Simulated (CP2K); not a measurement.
Nb:

```
CELL_PARAMETERS angstrom
2.88205 0.00000 0.00000
-0.96068 2.71722 0.00000
-0.96068 -1.35861 2.35318
ATOMIC_POSITIONS crystal
Nb 0.00000 0.00000 0.00000
```

Base run:

```yaml
Program: CP2K 2026.2
Functional: PBE
Potentials_or_basis: POTENTIAL_UZH Nb GTH-PBE-q13; TZVP-MOLOPT-PBE-GTH basis
Density_cutoff: 9184 eV
k_mesh: 11 × 11 × 11
Occupations: fermi-dirac, width 0.05 eV
Spin: no spin polarisation
```

Its results: band gap on the k mesh none (metal or under the smearing width); pressure -1.0 GPa.

Problem. After a change of settings the same cell gave: band gap on the k mesh none (metal or under the smearing width); pressure -2.2 GPa. Which change was it?
A. functional from PBE to r2SCAN
B. functional from PBE to PBEsol; eps_default from 1.0E-10 to 1.0E-9
C. functional from PBE to PBEsol
D. functional from PBE to RPBE

Solution. A.

Caveats: the basis of atomic orbitals isn't converged, which shifts pressures, moduli and gaps; the potentials were made for another functional, which shifts forces and pressure (some runs).

Not every run made on this cell is shown here.
